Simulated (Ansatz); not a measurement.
**GaSb in Ansatz: the effect of functional**

GaSb:

```
Sb Ga
1.0
    -2.71622    2.71622    1.56921
     2.71622   -2.71622    1.56921
     2.71622    2.71622   -1.56921
Sb Ga
1 1
Direct
  0.00000 0.00000 0.00000
  0.75000 0.25000 0.50000
```

Measurements of this composition are mostly on another form, of space group No. 216.

The cell isn't the ideal one: volume scaled by 0.96.

Alike in all runs:

* Program: Ansatz 0.2.0
* Task: single point
* Potentials or basis: Ansatz PAW
* k mesh: 10 × 10 × 10
* Occupations: fermi-dirac, width 0.05 eV
* Spin: no spin polarisation

| functional | cutoff | pressure (GPa) |
| --- | --- | --- |
| LDA | 420 eV (not typed: the program's choice for these potentials) | -2.3 |
| PBEsol | 420 eV (not typed: the program's choice for these potentials) | ? |
| r2SCAN | 500 eV (not typed: the program's choice for these potentials) | 0.8 |

Question: What does the run with functional PBEsol give?

Answer: Pressure -0.7 GPa.

Caveats: the PAW data sets come from PBE, with cores solved anew for the run's functional, which leaves a small shift of forces and pressure.

Runs at the PBE level aren't shown here.
